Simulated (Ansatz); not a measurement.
## Ba: stationary points along a deformation path

These are results of Ansatz, DFT PBE, scalar-relativistic, plane waves, PAW, not measurements. Settings: plane waves to 420 eV, k-mesh 15×15×14 (Γ-centred), Gaussian smearing 0.15 eV. No spin polarisation. Energies are free energies at this smearing, counted from the undisturbed cell; pressure is positive in compression.

Zero of the scan (as given, not relaxed at this level; it stands at -0.1 GPa; this form isn't the usual structure):

```
CELL_PARAMETERS angstrom
4.31161 0.00000 0.00000
-2.15581 3.73397 0.00000
0.00000 0.00000 3.91341
ATOMIC_POSITIONS crystal
Ba 0.00000 0.00000 0.00000
```

At fixed volume and fractional coordinates, lengths along (0.000, 0.000, 1.000) are scaled against those across it; ρ is that ratio over its starting value. V = 63.004 Å³/atom. Δσ is the stress along the axis less the mean stress across it (compression positive).

| ρ | ΔE (meV/atom) | Δσ (GPa) | space group |
| --- | --- | --- | --- |
| 0.800 | 296.8 | 9.62 | P6/mmm |
| 0.850 | 163.8 | 7.12 | P6/mmm |
| 0.920 | 49.3 | 3.90 | P6/mmm |
| 0.960 | 15.3 | 2.20 | P6/mmm |
| 1.000 | 0.0 | 0.67 | P6/mmm |
| 1.050 | 1.9 | -0.92 | P6/mmm |
| 1.100 | 21.0 | -2.17 | P6/mmm |
| 1.200 | 93.7 | -4.16 | P6/mmm |
| 1.300 | 197.9 | -5.72 | P6/mmm |

Question: How does the stress give the slope of the energy, and where is the energy stationary?

Answer: Along the path d ln(length) is 2/3 d ln ρ on the axis and −1/3 d ln ρ across it, so dE/d ln ρ = −(2/3) V Δσ: the energy falls with ρ where Δσ is positive. Δσ vanishes or changes sign between ρ = 1.000 and 1.050, a minimum (near 1.02 by linear interpolation). Pairs of stationary points between two samples would go unseen, and could change a minimum read from distant neighbours into a maximum.

Question: Integrate that slope from ρ = 1 to 0.850 by the trapezoid rule.

Answer: With V/N in Å³ and 1 eV/Å³ = 160.2 GPa the slopes at ρ = 1.000, 0.960, 0.920, 0.850 are -176, -578, -1023, -1868 meV/atom per unit of ln ρ. The steps add 15.4 + 34.1 + 114.4 = 163.8 meV/atom, against 163.8 from the energies; the trapezoid rule misses the curvature of the slope within each step.

In a metal these slopes depend on the k mesh and the smearing.